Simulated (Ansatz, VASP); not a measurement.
# GaSb in two plane-wave programs, part 4 of 4

Wanted: the spread between two codes on one cell, functional and k mesh. Of the first pair: The structure shown is the start of the Ansatz relaxation below; VASP solves that cell, so the two are compared at the walk's first step.

VASP 6.6.1 and Ansatz 0.2.0.

So far. Step 3 (VASP: single point, LDA, start cell, pair 1): The run ends at a pressure of 1.64 GPa, with forces up to 0.095 eV/Å.

## 6. VASP: single point, LDA, cell relaxed in part, pair 2

Level of this step: LDA; plane waves and PAW (Ga_d, Sb) (VASP).

The same cell, functional (in two slightly different forms), mesh and smearing now go to VASP, with its own data sets.

INCAR

```
SYSTEM = GaSb
PREC = Accurate
ENCUT = 500
EDIFF = 1E-06
NELM = 120
ISMEAR = 0
SIGMA = 0.015
LREAL = .FALSE.
ALGO = Normal
GGA = PW92
NBANDS = 15
LORBIT = 11
LWAVE = .FALSE.
LCHARG = .FALSE.
ISIF = 2
ISYM = 2
LASPH = .TRUE.
GGA_COMPAT = .FALSE.
EFERMI = MIDGAP
KPAR = 2
```

POSCAR

```
GaSb
1.0
   -0.0627196239      2.9662972801      3.0771852863
    2.9662972801     -0.0627196239      3.0771852863
    2.9035776561      2.9035776561      0.0000000000
Ga Sb
1 1
Direct
    0.0031584351      0.0031584351      0.9968624904
    0.7468415649      0.7468415649      0.7531793606
```

KPOINTS

```
Points of the shifted mesh
1728
Reciprocal
 0.0416666667  0.0416666667  0.0416666667 1
 0.0416666667  0.0416666667  0.1250000000 1
 0.0416666667  0.0416666667  0.2083333333 1
 0.0416666667  0.0416666667  0.2916666667 1
 0.0416666667  0.0416666667  0.3750000000 1
 0.0416666667  0.0416666667  0.4583333333 1
 0.0416666667  0.0416666667  0.5416666667 1
 0.0416666667  0.0416666667  0.6250000000 1
 0.0416666667  0.0416666667  0.7083333333 1
 0.0416666667  0.0416666667  0.7916666667 1
 0.0416666667  0.0416666667  0.8750000000 1
 0.0416666667  0.0416666667  0.9583333333 1
 0.0416666667  0.1250000000  0.0416666667 1
 0.0416666667  0.1250000000  0.1250000000 1
 0.0416666667  0.1250000000  0.2083333333 1
 0.0416666667  0.1250000000  0.2916666667 1
 0.0416666667  0.1250000000  0.3750000000 1
 0.0416666667  0.1250000000  0.4583333333 1
 0.0416666667  0.1250000000  0.5416666667 1
 0.0416666667  0.1250000000  0.6250000000 1
 0.0416666667  0.1250000000  0.7083333333 1
 0.0416666667  0.1250000000  0.7916666667 1
 0.0416666667  0.1250000000  0.8750000000 1
 0.0416666667  0.1250000000  0.9583333333 1
 0.0416666667  0.2083333333  0.0416666667 1
 0.0416666667  0.2083333333  0.1250000000 1
 0.0416666667  0.2083333333  0.2083333333 1
 0.0416666667  0.2083333333  0.2916666667 1
 0.0416666667  0.2083333333  0.3750000000 1
 0.0416666667  0.2083333333  0.4583333333 1
 0.0416666667  0.2083333333  0.5416666667 1
 0.0416666667  0.2083333333  0.6250000000 1
 0.0416666667  0.2083333333  0.7083333333 1
 0.0416666667  0.2083333333  0.7916666667 1
 0.0416666667  0.2083333333  0.8750000000 1
 0.0416666667  0.2083333333  0.9583333333 1
 0.0416666667  0.2916666667  0.0416666667 1
 0.0416666667  0.2916666667  0.1250000000 1
 0.0416666667  0.2916666667  0.2083333333 1
 0.0416666667  0.2916666667  0.2916666667 1
 0.0416666667  0.2916666667  0.3750000000 1
 0.0416666667  0.2916666667  0.4583333333 1
 0.0416666667  0.2916666667  0.5416666667 1
 0.0416666667  0.2916666667  0.6250000000 1
 0.0416666667  0.2916666667  0.7083333333 1
 0.0416666667  0.2916666667  0.7916666667 1
 0.0416666667  0.2916666667  0.8750000000 1
 0.0416666667  0.2916666667  0.9583333333 1
 0.0416666667  0.3750000000  0.0416666667 1
 0.0416666667  0.3750000000  0.1250000000 1
 0.0416666667  0.3750000000  0.2083333333 1
 0.0416666667  0.3750000000  0.2916666667 1
 0.0416666667  0.3750000000  0.3750000000 1
 0.0416666667  0.3750000000  0.4583333333 1
 0.0416666667  0.3750000000  0.5416666667 1
 0.0416666667  0.3750000000  0.6250000000 1
 0.0416666667  0.3750000000  0.7083333333 1
 0.0416666667  0.3750000000  0.7916666667 1
 0.0416666667  0.3750000000  0.8750000000 1
 0.0416666667  0.3750000000  0.9583333333 1
 0.0416666667  0.4583333333  0.0416666667 1
 0.0416666667  0.4583333333  0.1250000000 1
 0.0416666667  0.4583333333  0.2083333333 1
 0.0416666667  0.4583333333  0.2916666667 1
 0.0416666667  0.4583333333  0.3750000000 1
 0.0416666667  0.4583333333  0.4583333333 1
 0.0416666667  0.4583333333  0.5416666667 1
 0.0416666667  0.4583333333  0.6250000000 1
 0.0416666667  0.4583333333  0.7083333333 1
 0.0416666667  0.4583333333  0.7916666667 1
 0.0416666667  0.4583333333  0.8750000000 1
 0.0416666667  0.4583333333  0.9583333333 1
 0.0416666667  0.5416666667  0.0416666667 1
 0.0416666667  0.5416666667  0.1250000000 1
 0.0416666667  0.5416666667  0.2083333333 1
 0.0416666667  0.5416666667  0.2916666667 1
 0.0416666667  0.5416666667  0.3750000000 1
 0.0416666667  0.5416666667  0.4583333333 1
 0.0416666667  0.5416666667  0.5416666667 1
 0.0416666667  0.5416666667  0.6250000000 1
 0.0416666667  0.5416666667  0.7083333333 1
 0.0416666667  0.5416666667  0.7916666667 1
 0.0416666667  0.5416666667  0.8750000000 1
 0.0416666667  0.5416666667  0.9583333333 1
 0.0416666667  0.6250000000  0.0416666667 1
 0.0416666667  0.6250000000  0.1250000000 1
 0.0416666667  0.6250000000  0.2083333333 1
 0.0416666667  0.6250000000  0.2916666667 1
 0.0416666667  0.6250000000  0.3750000000 1
 0.0416666667  0.6250000000  0.4583333333 1
 0.0416666667  0.6250000000  0.5416666667 1
 0.0416666667  0.6250000000  0.6250000000 1
 0.0416666667  0.6250000000  0.7083333333 1
 0.0416666667  0.6250000000  0.7916666667 1
 0.0416666667  0.6250000000  0.8750000000 1
 0.0416666667  0.6250000000  0.9583333333 1
 0.0416666667  0.7083333333  0.0416666667 1
 0.0416666667  0.7083333333  0.1250000000 1
 0.0416666667  0.7083333333  0.2083333333 1
 0.0416666667  0.7083333333  0.2916666667 1
 0.0416666667  0.7083333333  0.3750000000 1
 0.0416666667  0.7083333333  0.4583333333 1
 0.0416666667  0.7083333333  0.5416666667 1
 0.0416666667  0.7083333333  0.6250000000 1
 0.0416666667  0.7083333333  0.7083333333 1
 0.0416666667  0.7083333333  0.7916666667 1
 0.0416666667  0.7083333333  0.8750000000 1
 0.0416666667  0.7083333333  0.9583333333 1
 0.0416666667  0.7916666667  0.0416666667 1
 0.0416666667  0.7916666667  0.1250000000 1
 0.0416666667  0.7916666667  0.2083333333 1
 0.0416666667  0.7916666667  0.2916666667 1
[... 1390 lines left out ...]
 0.8750000000  0.4583333333  0.1250000000 1
 0.8750000000  0.4583333333  0.2083333333 1
 0.8750000000  0.4583333333  0.2916666667 1
 0.8750000000  0.4583333333  0.3750000000 1
 0.8750000000  0.4583333333  0.4583333333 1
 0.8750000000  0.4583333333  0.5416666667 1
 0.8750000000  0.4583333333  0.6250000000 1
 0.8750000000  0.4583333333  0.7083333333 1
 0.8750000000  0.4583333333  0.7916666667 1
 0.8750000000  0.4583333333  0.8750000000 1
 0.8750000000  0.4583333333  0.9583333333 1
 0.8750000000  0.5416666667  0.0416666667 1
 0.8750000000  0.5416666667  0.1250000000 1
 0.8750000000  0.5416666667  0.2083333333 1
 0.8750000000  0.5416666667  0.2916666667 1
 0.8750000000  0.5416666667  0.3750000000 1
 0.8750000000  0.5416666667  0.4583333333 1
 0.8750000000  0.5416666667  0.5416666667 1
 0.8750000000  0.5416666667  0.6250000000 1
 0.8750000000  0.5416666667  0.7083333333 1
 0.8750000000  0.5416666667  0.7916666667 1
 0.8750000000  0.5416666667  0.8750000000 1
 0.8750000000  0.5416666667  0.9583333333 1
 0.8750000000  0.6250000000  0.0416666667 1
 0.8750000000  0.6250000000  0.1250000000 1
 0.8750000000  0.6250000000  0.2083333333 1
 0.8750000000  0.6250000000  0.2916666667 1
 0.8750000000  0.6250000000  0.3750000000 1
 0.8750000000  0.6250000000  0.4583333333 1
 0.8750000000  0.6250000000  0.5416666667 1
 0.8750000000  0.6250000000  0.6250000000 1
 0.8750000000  0.6250000000  0.7083333333 1
 0.8750000000  0.6250000000  0.7916666667 1
 0.8750000000  0.6250000000  0.8750000000 1
 0.8750000000  0.6250000000  0.9583333333 1
 0.8750000000  0.7083333333  0.0416666667 1
 0.8750000000  0.7083333333  0.1250000000 1
 0.8750000000  0.7083333333  0.2083333333 1
 0.8750000000  0.7083333333  0.2916666667 1
 0.8750000000  0.7083333333  0.3750000000 1
 0.8750000000  0.7083333333  0.4583333333 1
 0.8750000000  0.7083333333  0.5416666667 1
 0.8750000000  0.7083333333  0.6250000000 1
 0.8750000000  0.7083333333  0.7083333333 1
 0.8750000000  0.7083333333  0.7916666667 1
 0.8750000000  0.7083333333  0.8750000000 1
 0.8750000000  0.7083333333  0.9583333333 1
 0.8750000000  0.7916666667  0.0416666667 1
 0.8750000000  0.7916666667  0.1250000000 1
 0.8750000000  0.7916666667  0.2083333333 1
 0.8750000000  0.7916666667  0.2916666667 1
 0.8750000000  0.7916666667  0.3750000000 1
 0.8750000000  0.7916666667  0.4583333333 1
 0.8750000000  0.7916666667  0.5416666667 1
 0.8750000000  0.7916666667  0.6250000000 1
 0.8750000000  0.7916666667  0.7083333333 1
 0.8750000000  0.7916666667  0.7916666667 1
 0.8750000000  0.7916666667  0.8750000000 1
 0.8750000000  0.7916666667  0.9583333333 1
 0.8750000000  0.8750000000  0.0416666667 1
 0.8750000000  0.8750000000  0.1250000000 1
 0.8750000000  0.8750000000  0.2083333333 1
 0.8750000000  0.8750000000  0.2916666667 1
 0.8750000000  0.8750000000  0.3750000000 1
 0.8750000000  0.8750000000  0.4583333333 1
 0.8750000000  0.8750000000  0.5416666667 1
 0.8750000000  0.8750000000  0.6250000000 1
 0.8750000000  0.8750000000  0.7083333333 1
 0.8750000000  0.8750000000  0.7916666667 1
 0.8750000000  0.8750000000  0.8750000000 1
 0.8750000000  0.8750000000  0.9583333333 1
 0.8750000000  0.9583333333  0.0416666667 1
 0.8750000000  0.9583333333  0.1250000000 1
 0.8750000000  0.9583333333  0.2083333333 1
 0.8750000000  0.9583333333  0.2916666667 1
 0.8750000000  0.9583333333  0.3750000000 1
 0.8750000000  0.9583333333  0.4583333333 1
 0.8750000000  0.9583333333  0.5416666667 1
 0.8750000000  0.9583333333  0.6250000000 1
 0.8750000000  0.9583333333  0.7083333333 1
 0.8750000000  0.9583333333  0.7916666667 1
 0.8750000000  0.9583333333  0.8750000000 1
 0.8750000000  0.9583333333  0.9583333333 1
 0.9583333333  0.0416666667  0.0416666667 1
 0.9583333333  0.0416666667  0.1250000000 1
 0.9583333333  0.0416666667  0.2083333333 1
 0.9583333333  0.0416666667  0.2916666667 1
 0.9583333333  0.0416666667  0.3750000000 1
 0.9583333333  0.0416666667  0.4583333333 1
 0.9583333333  0.0416666667  0.5416666667 1
 0.9583333333  0.0416666667  0.6250000000 1
 0.9583333333  0.0416666667  0.7083333333 1
 0.9583333333  0.0416666667  0.7916666667 1
 0.9583333333  0.0416666667  0.8750000000 1
 0.9583333333  0.0416666667  0.9583333333 1
 0.9583333333  0.1250000000  0.0416666667 1
 0.9583333333  0.1250000000  0.1250000000 1
 0.9583333333  0.1250000000  0.2083333333 1
 0.9583333333  0.1250000000  0.2916666667 1
 0.9583333333  0.1250000000  0.3750000000 1
 0.9583333333  0.1250000000  0.4583333333 1
 0.9583333333  0.1250000000  0.5416666667 1
 0.9583333333  0.1250000000  0.6250000000 1
 0.9583333333  0.1250000000  0.7083333333 1
 0.9583333333  0.1250000000  0.7916666667 1
 0.9583333333  0.1250000000  0.8750000000 1
 0.9583333333  0.1250000000  0.9583333333 1
 0.9583333333  0.2083333333  0.0416666667 1
 0.9583333333  0.2083333333  0.1250000000 1
 0.9583333333  0.2083333333  0.2083333333 1
 0.9583333333  0.2083333333  0.2916666667 1
 0.9583333333  0.2083333333  0.3750000000 1
 0.9583333333  0.2083333333  0.4583333333 1
 0.9583333333  0.2083333333  0.5416666667 1
 0.9583333333  0.2083333333  0.6250000000 1
 0.9583333333  0.2083333333  0.7083333333 1
 0.9583333333  0.2083333333  0.7916666667 1
 0.9583333333  0.2083333333  0.8750000000 1
 0.9583333333  0.2083333333  0.9583333333 1
 0.9583333333  0.2916666667  0.0416666667 1
 0.9583333333  0.2916666667  0.1250000000 1
 0.9583333333  0.2916666667  0.2083333333 1
 0.9583333333  0.2916666667  0.2916666667 1
 0.9583333333  0.2916666667  0.3750000000 1
 0.9583333333  0.2916666667  0.4583333333 1
 0.9583333333  0.2916666667  0.5416666667 1
 0.9583333333  0.2916666667  0.6250000000 1
 0.9583333333  0.2916666667  0.7083333333 1
 0.9583333333  0.2916666667  0.7916666667 1
 0.9583333333  0.2916666667  0.8750000000 1
 0.9583333333  0.2916666667  0.9583333333 1
 0.9583333333  0.3750000000  0.0416666667 1
 0.9583333333  0.3750000000  0.1250000000 1
 0.9583333333  0.3750000000  0.2083333333 1
 0.9583333333  0.3750000000  0.2916666667 1
 0.9583333333  0.3750000000  0.3750000000 1
 0.9583333333  0.3750000000  0.4583333333 1
 0.9583333333  0.3750000000  0.5416666667 1
 0.9583333333  0.3750000000  0.6250000000 1
 0.9583333333  0.3750000000  0.7083333333 1
 0.9583333333  0.3750000000  0.7916666667 1
 0.9583333333  0.3750000000  0.8750000000 1
 0.9583333333  0.3750000000  0.9583333333 1
 0.9583333333  0.4583333333  0.0416666667 1
 0.9583333333  0.4583333333  0.1250000000 1
 0.9583333333  0.4583333333  0.2083333333 1
 0.9583333333  0.4583333333  0.2916666667 1
 0.9583333333  0.4583333333  0.3750000000 1
 0.9583333333  0.4583333333  0.4583333333 1
 0.9583333333  0.4583333333  0.5416666667 1
 0.9583333333  0.4583333333  0.6250000000 1
 0.9583333333  0.4583333333  0.7083333333 1
 0.9583333333  0.4583333333  0.7916666667 1
 0.9583333333  0.4583333333  0.8750000000 1
 0.9583333333  0.4583333333  0.9583333333 1
 0.9583333333  0.5416666667  0.0416666667 1
 0.9583333333  0.5416666667  0.1250000000 1
 0.9583333333  0.5416666667  0.2083333333 1
 0.9583333333  0.5416666667  0.2916666667 1
 0.9583333333  0.5416666667  0.3750000000 1
 0.9583333333  0.5416666667  0.4583333333 1
 0.9583333333  0.5416666667  0.5416666667 1
 0.9583333333  0.5416666667  0.6250000000 1
 0.9583333333  0.5416666667  0.7083333333 1
 0.9583333333  0.5416666667  0.7916666667 1
 0.9583333333  0.5416666667  0.8750000000 1
 0.9583333333  0.5416666667  0.9583333333 1
 0.9583333333  0.6250000000  0.0416666667 1
 0.9583333333  0.6250000000  0.1250000000 1
 0.9583333333  0.6250000000  0.2083333333 1
 0.9583333333  0.6250000000  0.2916666667 1
 0.9583333333  0.6250000000  0.3750000000 1
 0.9583333333  0.6250000000  0.4583333333 1
 0.9583333333  0.6250000000  0.5416666667 1
 0.9583333333  0.6250000000  0.6250000000 1
 0.9583333333  0.6250000000  0.7083333333 1
 0.9583333333  0.6250000000  0.7916666667 1
 0.9583333333  0.6250000000  0.8750000000 1
 0.9583333333  0.6250000000  0.9583333333 1
 0.9583333333  0.7083333333  0.0416666667 1
 0.9583333333  0.7083333333  0.1250000000 1
 0.9583333333  0.7083333333  0.2083333333 1
 0.9583333333  0.7083333333  0.2916666667 1
 0.9583333333  0.7083333333  0.3750000000 1
 0.9583333333  0.7083333333  0.4583333333 1
 0.9583333333  0.7083333333  0.5416666667 1
 0.9583333333  0.7083333333  0.6250000000 1
 0.9583333333  0.7083333333  0.7083333333 1
 0.9583333333  0.7083333333  0.7916666667 1
 0.9583333333  0.7083333333  0.8750000000 1
 0.9583333333  0.7083333333  0.9583333333 1
 0.9583333333  0.7916666667  0.0416666667 1
 0.9583333333  0.7916666667  0.1250000000 1
 0.9583333333  0.7916666667  0.2083333333 1
 0.9583333333  0.7916666667  0.2916666667 1
 0.9583333333  0.7916666667  0.3750000000 1
 0.9583333333  0.7916666667  0.4583333333 1
 0.9583333333  0.7916666667  0.5416666667 1
 0.9583333333  0.7916666667  0.6250000000 1
 0.9583333333  0.7916666667  0.7083333333 1
 0.9583333333  0.7916666667  0.7916666667 1
 0.9583333333  0.7916666667  0.8750000000 1
 0.9583333333  0.7916666667  0.9583333333 1
 0.9583333333  0.8750000000  0.0416666667 1
 0.9583333333  0.8750000000  0.1250000000 1
 0.9583333333  0.8750000000  0.2083333333 1
 0.9583333333  0.8750000000  0.2916666667 1
 0.9583333333  0.8750000000  0.3750000000 1
 0.9583333333  0.8750000000  0.4583333333 1
 0.9583333333  0.8750000000  0.5416666667 1
 0.9583333333  0.8750000000  0.6250000000 1
 0.9583333333  0.8750000000  0.7083333333 1
 0.9583333333  0.8750000000  0.7916666667 1
 0.9583333333  0.8750000000  0.8750000000 1
 0.9583333333  0.8750000000  0.9583333333 1
 0.9583333333  0.9583333333  0.0416666667 1
 0.9583333333  0.9583333333  0.1250000000 1
 0.9583333333  0.9583333333  0.2083333333 1
 0.9583333333  0.9583333333  0.2916666667 1
 0.9583333333  0.9583333333  0.3750000000 1
 0.9583333333  0.9583333333  0.4583333333 1
 0.9583333333  0.9583333333  0.5416666667 1
 0.9583333333  0.9583333333  0.6250000000 1
 0.9583333333  0.9583333333  0.7083333333 1
 0.9583333333  0.9583333333  0.7916666667 1
 0.9583333333  0.9583333333  0.8750000000 1
 0.9583333333  0.9583333333  0.9583333333 1
```

PAW data sets: Ga_d and Sb (LDA family, release 64).

On the command line:

```bash
$ mpirun -np 2 vasp_std
```

Output:

```text
[banner, memory and clock lines left out]
running    2 mpi-ranks, on    1 nodes
[...]
[... a notice as in an earlier step ...]

 LDA part: xc-table for (Slater(with rela. corr.)+PW92), standard interpolation
 POSCAR, INCAR and KPOINTS ok, starting setup
[...]
entering main loop
       N       E                     dE             d eps       ncg     rms          rms(c)
DAV:   1     0.811953579829E+02    0.81195E+02   -0.85366E+03 52511   0.147E+03
DAV:   2    -0.246675539880E+01   -0.83662E+02   -0.80767E+02 60394   0.303E+02
DAV:   3    -0.866255762862E+01   -0.61958E+01   -0.61728E+01 62172   0.680E+01
DAV:   4    -0.877290579975E+01   -0.11035E+00   -0.11033E+00 64257   0.103E+01
[...]
DAV:  10    -0.863963847578E+01    0.74167E-05   -0.21648E-05 66633   0.386E-02    0.129E-02
DAV:  11    -0.863964093569E+01   -0.24599E-05   -0.42674E-06 60520   0.188E-02    0.524E-03
DAV:  12    -0.863964091075E+01    0.24945E-07   -0.19253E-07 37771   0.344E-03
   1 F= -.86396409E+01 E0= -.86396409E+01  d E =-.250195E-23
```

From OUTCAR (step 6):

```text
  Total        0.7184035      0.7184035      0.0624939      0.6581042      0.0000000      0.0000000
  in kB       21.2647470     21.2647470      1.8498200     19.4798895      0.0000000      0.0000000
  external PRESSURE =      14.7931046 kB  Pullay stress =       0.0000000 kB

 POSITION                                       TOTAL-FORCE (eV/Angst)
 -----------------------------------------------------------------------------------
      2.90364      2.90364      0.01944         0.000000      0.000000      0.002138
      4.35543      4.35543      4.59634        -0.000000     -0.000000     -0.002138
 -----------------------------------------------------------------------------------
    total drift:                               -0.000011     -0.000011      0.001092

  FREE ENERGIE OF THE ION-ELECTRON SYSTEM (eV)
  ---------------------------------------------------
  free  energy   TOTEN  =        -8.6396409107 eV

  energy  without entropy=       -8.6396409107  energy(sigma->0) =       -8.63964091

[... 1 part as in an earlier step ...]

[... 2 further parts left out ...]
[key lines of the parts left out:]
E-fermi :   5.4078
```

The run ends at a pressure of 1.48 GPa, with forces up to 0.0021 eV/Å.

## 7. Differences

What differs besides the data sets and the points named for the pairs above, as far as they apply: the data sets hold 28 valence electrons in Ansatz (on its PAW soft_1 files) and 18 in VASP; the cutoff is 420 eV in Ansatz and 500 eV in VASP; Ansatz's pressure holds a Pulay correction, VASP's none. Total energies have different zeros and are not compared.

Compared:

| quantity | Ansatz | VASP | difference |
| --- | --- | --- | --- |
| pressure (GPa) | 1.29 | 1.48 | -0.19 |
| gap on the k mesh (eV) | 0.187 | 0.199 | -0.011 |

The largest component of a force difference here is 2 meV/Å. A gap on the mesh is an upper bound, since the band edges may lie between its points.

## 8. Results

```yaml
r_m_s_force_difference_single_point_lda_start_cell_pair_1: 2.5 meV/Å
difference_in_gap_on_the_k_mesh_single_point_lda_cell_relaxed_in_part_pair_2: -0.011 eV
```

**Reading.** The r.m.s. force difference is 2.5 meV/Å (single point, LDA, start cell, pair 1), within the 12 meV/Å picked in this series as the mark of a large difference. The data sets hold unlike numbers of valence electrons (28 in Ansatz and 18 in VASP), so part of the differences may come from the potentials. Such differences can come from data sets, numerical settings and the points named under the comparisons, not from the functional's error against experiment.

[Lines on the potential files, build, host, timing and source positions are cut from VASP's logs without a mark.]

[Logs are printed without paths, hosts, clocks, repeated set-up lines and the standing remarks that a program may print on its own settings, such as how far it seeks lower states.]

[Hosts, paths, dates, database ids (printed as entryN), source tags and the programs' standing remarks are cut or masked in the printed files.]
